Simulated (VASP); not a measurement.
## LiF (Griceite) under changes of volume

One of the cells (8.333 Å³/atom); the others are scaled copies at fixed shape and fractional positions:

```
CELL_PARAMETERS angstrom
0.00000 2.02734 2.02734
2.02734 0.00000 2.02734
2.02734 2.02734 0.00000
ATOMIC_POSITIONS crystal
F 0.50000 0.50000 0.50000
Li 0.00000 0.00000 0.00000
```

```yaml
Program: VASP 6.6.1
Functional: PBEsol
Potentials_or_basis: VASP PAW PBE potentials, release 64 (F, Li_sv)
Cutoff: 520 eV
k_mesh: 11 × 11 × 11
Occupations: fermi-dirac, width 0.05 eV
Spin: no spin polarisation
```

```csv
volume (Å³/atom),energy over the lowest point (meV/atom),gap on the mesh (eV)
7.679,4.82,9.48
7.842,1.51,9.29
8.006,0.00,9.10
8.333,?,?
8.496,4.33,8.58
8.659,8.23,8.42
```

What does the run at 8.333 Å³/atom give?

Energy over the lowest point 1.54 meV/atom; gap on the mesh 8.74 eV.

Worked out: A Birch-Murnaghan fit of order 3 (a polynomial in V^(-2/3)) to the other rows has its minimum at 8.08 Å³/atom with B0 = V·E''(V) = 73 GPa and B' = 4.6. It gives 1.57 meV/atom at 8.333 Å³/atom, against the run's 1.54. A straight line through the other rows of the gap, of slope -8.82 eV per unit of ln V (its deformation potential), gives 8.75 eV, against the run's 8.74.

Energies are extrapolated to zero smearing.

Caveats: the cutoff is under 1.25 times the usual one of these potentials, so pressure, stress and relaxed cells hold a basis-set (Pulay) error; the PAW data sets were made with another functional, which shifts forces and pressure a little; an odd mesh through Γ misses points on the zone boundary, where band edges often lie.
